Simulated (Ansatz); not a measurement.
# ZnSe: the order of phases at one pressure

Aim: bring ZnSe in several structures (rocksalt, CsCl, zincblende, NiAs) to one pressure and rank them by enthalpy. The pressure is set by scaling the first phase. The runs shown use LAPW. Companion runs by PAW are cited.

Method: DFT, PBE, all-electron LAPW, scalar-relativistic, in Ansatz 0.2.0.

## 1. The starting structure

It takes space group Fm-3m (No. 225, cubic). Conventional cell: a = 4.766 Å, b = 4.766 Å, c = 4.766 Å, α = 90.00°, β = 90.00°, γ = 90.00°. Zn (site symmetry m-3m) is surrounded by 6 Se at 2.38 Å. Se (site symmetry m-3m) is surrounded by 6 Zn at 2.38 Å.

As a file:

```cif
data_structure
_symmetry_space_group_name_H-M 'P 1'
_symmetry_Int_Tables_number 1
_cell_length_a 3.3700
_cell_length_b 3.3700
_cell_length_c 3.3700
_cell_angle_alpha 60.000
_cell_angle_beta 60.000
_cell_angle_gamma 60.000
_cell_volume 27.06
loop_
_atom_site_label
_atom_site_type_symbol
_atom_site_fract_x
_atom_site_fract_y
_atom_site_fract_z
_atom_site_occupancy
Zn1 Zn 0.00000 0.00000 0.00000 1
Se1 Se 0.50000 0.50000 0.50000 1
```

Atoms are numbered in the order of the input: Zn1, Se2.

## 2. Rocksalt relaxed under pressure, LAPW

Input file input.yaml:

```yaml
crystal:
  lattice:
    - [0.0, 2.3829819578, 2.3829819578]
    - [2.3829819578, 0.0, 2.3829819578]
    - [2.3829819578, 2.3829819578, 0.0]
  atoms:
    - { symbol: Zn, position: [0.0, 0.0, 0.0] }
    - { symbol: Se, position: [0.5, 0.5, 0.5] }
kpoints:
  mp_grid: { grid: [15, 15, 15] }
scf:
  occupations: { method: fermi_dirac, width: 0.1 }
hamiltonian:
  xc: pbe
  pseudopotentials: { kind: all_electron, lapw: { basis_error: 0.0005 } }
output:
  forces: true
  stress: true
  eigenvalues: true
relax:
  f_tol: 0.005
  max_steps: 12
  cell: { p_target: 57.0, stress_tol: 0.03 }
```

Started as:

```sh
> ansatz run input.yaml --threads 1 --pin off --max-ram 3584MiB --backend cpu --events-out ev --progress --plain --runs-dir out
```

The runs that follow: CsCl relaxed under pressure, LAPW; Zincblende relaxed under pressure, LAPW; NiAs at the cell that PAW relaxed, LAPW.

Q: Predict the outcome of this session. Wanted: pressure; lowest (for each run or level that gives them).

**Answer**, as computed:

| quantity | value |
| --- | --- |
| pressure | 57 GPa |
| lowest (LAPW) | rocksalt, 62.8 meV/atom under NiAs |
| lowest (PAW) | rocksalt, 63.2 meV/atom under NiAs |

**Reading.** By LAPW the order is rocksalt < NiAs < CsCl < zincblende. By PAW the order is rocksalt < NiAs < CsCl < zincblende. The methods agree on the lowest phase. Only these structures were tried, with electrons smeared by 0.1 eV and without vibrations, so the true ground state may be another. The k meshes differ between phases and weren't tested, which can move differences by some meV.
